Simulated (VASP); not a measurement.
# Settings for ZnAu: self-consistent run

ZnAu, P1 (no. 1), 54 atoms in the cell. PBEsol; PAW potentials Au, Zn (PBE set). VASP 6.6.1.

Wanted: energy within 0.5 meV/atom; forces within 0.003 eV/Å.

What the run is for: forces in a large cell; Accuracy asked: tight; Cell repeated: 3 × 3 × 3.

POSCAR:
```
ZnAu
1.0
    9.4410000000      0.0000000000      0.0000000000
    0.0000000000      9.4410000000      0.0000000000
    0.0000000000      0.0000000000      9.4410000000
Au Zn
27 27
Direct
   -0.0028280000     -0.0026970000      0.0018380000
    0.0038300000     -0.0020920000      0.3362310000
   -0.0069060000      0.0005680000      0.6645740000
   -0.0007110000      0.3294940000      0.0021430000
    0.0051160000      0.3314570000      0.3299190000
   -0.0046010000      0.3344620000      0.6618800000
    0.0035530000      0.6684470000      0.0016580000
    0.0006540000      0.6617510000      0.3306590000
   -0.0033500000      0.6736030000      0.6612620000
    0.3287650000      0.0000630000     -0.0004380000
    0.3304280000      0.0016160000      0.3374100000
    0.3292530000      0.0017990000      0.6588330000
    0.3281970000      0.3331850000     -0.0018470000
    0.3358630000      0.3282860000      0.3404660000
    0.3283240000      0.3332040000      0.6704870000
[... 26 lines left out ...]
    0.5009670000      0.4968330000      0.8280690000
    0.5003960000      0.8360990000      0.1595130000
    0.4981460000      0.8332630000      0.4957550000
    0.4960160000      0.8304350000      0.8396840000
    0.8334310000      0.1638910000      0.1671470000
    0.8323690000      0.1622990000      0.5028290000
    0.8273150000      0.1645920000      0.8345580000
    0.8367210000      0.5023750000      0.1634700000
    0.8331950000      0.4971780000      0.5016470000
    0.8329040000      0.4958480000      0.8333920000
    0.8344790000      0.8314890000      0.1671450000
    0.8321550000      0.8311630000      0.5024850000
    0.8312360000      0.8323600000      0.8369560000
```

The series start from Plane-wave cutoff (eV): 320; Projection operators (LREAL): Auto, ROPT -0.00025; Electronic threshold (eV): 1e-5; Parallel layout: defaults; Program: vasp_std; Electronic algorithm: ALGO=Normal; Bands a block (NSIM): NSIM=4. Each series keeps the choices made before it, and each single choice may use up half of a tolerance.

## Plane-wave cutoff (eV)

| Plane-wave cutoff (eV) | Energy less reference (meV/atom) | Forces, largest deviation (eV/Å) | SCF iterations | Time (s) |
|---|---|---|---|---|
| 250 | 4.90 | 0.0080 | 15 | 52 |
| 280 | -5.14 | 0.0049 | 16 | 56 |
| 320 | -2.89 | 0.0064 | 16 | 60 |
| 360 | -0.31 | 0.0031 | 16 | 68 |
| 440 (reference) | 0.00 | 0.0000 | 16 | 91 |

Chosen: 440; the next looser run is off by more than half of the tolerance, so convergence isn't shown beyond this value.

## Projection operators (LREAL)

| Projection operators (LREAL) | Energy less reference (meV/atom) | Forces, largest deviation (eV/Å) | SCF iterations | Time (s) |
|---|---|---|---|---|
| Auto, ROPT -0.005 | -6.23 | 0.2127 | 16 | 76 |
| Auto, ROPT -0.002 | -0.70 | 0.0772 | 16 | 76 |
| Auto, ROPT -0.001 | -0.29 | 0.0192 | 16 | 69 |
| Auto, ROPT -0.0005 | 0.00 | 0.0154 | 16 | 74 |
| Auto, ROPT -0.00025 | -0.24 | 0.0037 | 16 | 91 |
| Auto, ROPT -0.0001 | -0.43 | 0.0016 | 16 | 93 |
| False (reference) | 0.00 | 0.0000 | 16 | 106 |

Chosen: False; the one before it in the list is off by more than half of the tolerance.

## Electronic threshold (eV)

| Electronic threshold (eV) | Energy less reference (meV/atom) | Forces, largest deviation (eV/Å) | SCF iterations | Time (s) |
|---|---|---|---|---|
| 0.001 | 0.00 | 0.0046 | 12 | 81 |
| 0.0001 | 0.00 | 0.0016 | 15 | 94 |
| 1e-5 | 0.00 | 0.0008 | 16 | 106 |
| 1e-6 | 0.00 | 0.0001 | 18 | 109 |
| 1e-7 (reference) | 0.00 | 0.0000 | 20 | 122 |

Chosen: 1e-5, the loosest value from which every tighter one stays within half of the tolerance.

## Parallel layout

| Parallel layout | Energy less reference (meV/atom) | Forces, largest deviation (eV/Å) | SCF iterations | Time (s) |
|---|---|---|---|---|
| defaults | 0.00 | 0.0000 | 16 | 106 |
| NCORE=2 | 0.00 | 0.0000 | 16 | 61 |
| NCORE=4 | 0.00 | 0.0000 | 16 | 56 |
| NCORE=8 | 0.00 | 0.0000 | 16 | 54 |
| NPAR=2 | 0.00 | 0.0000 | 16 | 59 |

Chosen: NCORE=8, the fastest of those that stay within half of the tolerance.

## Program

| Program | Energy less reference (meV/atom) | Forces, largest deviation (eV/Å) | SCF iterations | Time (s) |
|---|---|---|---|---|
| vasp_std | 0.00 | 0.0000 | 16 | 54 |
| vasp_gam | 0.00 | 0.0001 | 16 | 42 |

Chosen: vasp_std; no other choice that stays within half of the tolerance saves 30 % of the time.

## Electronic algorithm

| Electronic algorithm | Energy less reference (meV/atom) | Forces, largest deviation (eV/Å) | SCF iterations | Time (s) |
|---|---|---|---|---|
| ALGO=Normal | 0.00 | 0.0000 | 16 | 54 |
| ALGO=Fast | 0.00 | 0.0006 | 15 | 44 |
| ALGO=VeryFast | 0.00 | 0.0009 | 21 | 47 |
| ALGO=All ISEARCH=1 | 0.00 | 0.0016 | 19 | 51 |

Chosen: ALGO=Normal.

## Bands a block (NSIM)

| Bands a block (NSIM) | Energy less reference (meV/atom) | Forces, largest deviation (eV/Å) | SCF iterations | Time (s) |
|---|---|---|---|---|
| NSIM=4 | 0.00 | 0.0000 | 16 | 54 |
| NSIM=1 | 0.00 | 0.0001 | 16 | 68 |
| NSIM=2 | 0.00 | 0.0001 | 16 | 58 |
| NSIM=8 | 0.00 | 0.0002 | 16 | 51 |
| NSIM=16 | 0.00 | 0.0002 | 16 | 50 |

Chosen: NSIM=4.

## All choices together

| Input | Energy less reference (meV/atom) | Forces, largest deviation (eV/Å) | Time (s) |
|---|---|---|---|
| the program's defaults (naive) | -7.33 | 0.1473 | 27 |
| chosen settings | 0.00 | 0.0008 | 54 |
| reference settings throughout | 0.00 | 0.0000 | 122 |

The chosen settings stay within the tolerance of the reference run, but the reference itself isn't shown to be converged in: Plane-wave cutoff (eV).

## The input

INCAR:
```
SYSTEM = ZnAu
  GGA = PS
  ISMEAR = 1
  SIGMA = 0.1
  LWAVE = .False.
  LCHARG = .False.
  ISIF = 2
  ISYM = 0
  PREC = Accurate
  LASPH = .True.
  LREAL = .False.
  ALGO = Normal
  EDIFF = 1E-5
  NELM = 120
  GGA_COMPAT = .False.
  ENCUT = 440
  NCORE = 8
  NSIM = 4
```

KPOINTS:
```
k-points
0
Gamma
  1 1 1
```

Commands:
```
cat potpaw_PBE.64/Au/POTCAR potpaw_PBE.64/Zn/POTCAR > POTCAR
mpirun -np 8 vasp_std > vasp.out
```

Limits: Only the k mesh 1 × 1 × 1 was run, so its error is untested.

The chosen input took VASP 6.6.1 54 s on 8 cores (Intel Xeon 6975P-C (Granite Rapids)), a shared host.

## An input that fails: Gamma-only program on a mesh of k points

VASP's message: You are using the Gamma-point-only version with more than one k-point or some other non-Gamma k-point.

k mesh: 1 × 1 × 1 becomes 2 × 2 × 2.

Changes against the starting input:
```
- NELM = 120
+ NELM = 69
- vasp_std
+ vasp_gam
(KPOINTS)
-k-points
+Automatic mesh
-  1 1 1
+  2 2 2
+  0 0 0
```
